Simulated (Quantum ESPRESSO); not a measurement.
**GaAs under changes of volume**

One of the cells (22.590 Å³/atom); the others are scaled copies at fixed shape and fractional positions:

```xyz
2
Lattice="0.0000 2.8268 2.8268 2.8268 0.0000 2.8268 2.8268 2.8268 0.0000" Properties=species:S:1:pos:R:3 pbc="T T T"
As    4.2403    4.2403    4.2403
Ga    0.0000    0.0000    0.0000
```

- Program: Quantum ESPRESSO 7.5
- Functional: PBE
- Potentials or basis: SSSP 1.3 efficiency PBE
- Cutoff: 952 eV
- Density cutoff: 7619 eV
- k mesh: 8 × 8 × 8
- Occupations: fermi-dirac, width 0.05 eV
- Spin: no spin polarisation

```csv
volume (Å³/atom),energy over the lowest point (meV/atom),pressure (GPa),gap on the mesh (eV)
21.234,?,?,?
21.686,40.34,6.8,0.85
22.138,23.52,4.9,0.69
22.590,11.57,3.3,0.53
23.041,3.96,1.9,0.39
23.493,0.25,0.6,0.24
23.945,0.00,-0.6,0.10
```

Task: What does the run at 21.234 Å³/atom give?

Result: Energy over the lowest point 62.55 meV/atom; pressure 8.8 GPa; gap on the mesh 1.01 eV.

Worked out: A Birch-Murnaghan fit of order 3 (a polynomial in V^(-2/3)) to the other rows has its minimum at 23.75 Å³/atom with B0 = V·E''(V) = 61 GPa and B' = 4.8. It gives 62.60 meV/atom at 21.234 Å³/atom, against the run's 62.55, and -dE/dV = 8.9 GPa, against 8.8. A straight line through the other rows of the gap, of slope -7.56 eV per unit of ln V (its deformation potential), extrapolates to 1.01 eV, against the run's 1.01.

Energies are extrapolated to zero smearing.

A mesh can miss the band edges. Spin-orbit coupling on As, Ga is left out.
